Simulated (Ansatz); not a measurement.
An Ansatz input and the part of its output that reports the observables at the nuclei.

The cell is an entry of the Crystallography Open Database (COD), relaxed with PBE at fixed cell and then changed (z compressed by 3 %, ions relaxed).

```yaml
crystal:
  lattice:
    - [-2.7555, 2.7555, 3.78106]
    - [2.7555, -2.7555, 3.78106]
    - [2.7555, 2.7555, -3.78106]
  atoms:
    - { symbol: Sr, position: [0.75, 0.25, 0.5] }
    - { symbol: Sr, position: [0.25, 0.75, 0.5] }
    - { symbol: Ti, position: [0.0, 0.0, 0.0] }
    - { symbol: Ti, position: [0.5, 0.5, 0.0] }
    - { symbol: O, position: [0.25, 0.25, 0.0] }
    - { symbol: O, position: [0.75, 0.75, 0.0] }
    - { symbol: O, position: [0.7283236542, 0.2283236542, 0.9566473085] }
    - { symbol: O, position: [0.2283236542, 0.2716763458, 0.5] }
    - { symbol: O, position: [0.2716763458, 0.7716763458, 0.0433526915] }
    - { symbol: O, position: [0.7716763458, 0.7283236542, 0.5] }
kpoints:
  mp_grid: { grid: [8, 8, 8] }
scf:
  occupations: { method: fermi_dirac, width: 0.02 }
hamiltonian:
  xc: pbe
  pseudopotentials: { kind: paw }
output:
  forces: true
  stress: true
  populations: true
  efg:
    quadrupole_moments_barn: { Sr: 0.305, Ti: 0.247, O: -0.02558 }
    contact_densities: true
relax:
  f_tol: 0.02
  max_steps: 60
```

```sh
ansatz run input.yaml --threads 4 --pin off --max-ram 8192MiB --backend cpu --events-out ev --progress --plain --runs-dir out
```

The run relaxes the ions first, and the block belongs to the relaxed positions.

Of the output, the block on the nuclei alone is shown; the set-up, the SCF iterations, energies, forces and stress are cut.

```
--- PAW observables at the nuclei: V_zz in 10²¹ V/m², potentials from the cell's mean, atoms counted from 1 ---
  atom   1  Sr V_zz =    -1.318211   η = 0.0000   by run symmetry: allowed   C_q = -9.7216 MHz
            electrostatic potential = -5513.312843 V   contact ρ = 401062.583143 e/Å³
  atom   2  Sr V_zz =    -1.318211   η = 0.0000   by run symmetry: allowed   C_q = -9.7216 MHz
            electrostatic potential = -5513.312843 V   contact ρ = 401062.583143 e/Å³
  atom   3  Ti V_zz =    -3.516884   η = 0.0000   by run symmetry: allowed   C_q = -21.0044 MHz
            electrostatic potential = -2530.026452 V   contact ρ = 56793.067387 e/Å³
  atom   4  Ti V_zz =    -3.516884   η = 0.0000   by run symmetry: allowed   C_q = -21.0044 MHz
            electrostatic potential = -2530.026452 V   contact ρ = 56793.067387 e/Å³
  atom   5  O  V_zz =    +0.007906   η = 0.0000   by run symmetry: allowed   C_q = -0.0049 MHz
            electrostatic potential = -627.273484 V   contact ρ = 2157.156373 e/Å³
  atom   6  O  V_zz =    +0.007906   η = 0.0000   by run symmetry: allowed   C_q = -0.0049 MHz
            electrostatic potential = -627.273484 V   contact ρ = 2157.156373 e/Å³
  atom   7  O  V_zz =    +1.497415   η = 0.6814   by run symmetry: allowed   C_q = -0.9262 MHz
            electrostatic potential = -627.308202 V   contact ρ = 2156.938176 e/Å³
  atom   8  O  V_zz =    +1.497415   η = 0.6814   by run symmetry: allowed   C_q = -0.9262 MHz
            electrostatic potential = -627.308202 V   contact ρ = 2156.938176 e/Å³
  atom   9  O  V_zz =    +1.497415   η = 0.6814   by run symmetry: allowed   C_q = -0.9262 MHz
            electrostatic potential = -627.308202 V   contact ρ = 2156.938176 e/Å³
  atom  10  O  V_zz =    +1.497415   η = 0.6814   by run symmetry: allowed   C_q = -0.9262 MHz
            electrostatic potential = -627.308202 V   contact ρ = 2156.938176 e/Å³
```

The relaxation (3 steps) took 5.7 s of wall time (19 s of CPU time) and 0.73 GiB at its peak, on 4 threads of AMD EPYC 9R45 (Zen 5) (x86_64; 16 cores open to the job, memory cap 8.0 GiB, no GPU), a shared host with a load of 0.4 a core.

Without spin–orbit coupling (the program notes it for Sr) the gradients are little affected as a rule: paired runs on crystals with a gap mostly move them by under 2 % at such atoms. At this changed cell the PBE pressure is 12 GPa.
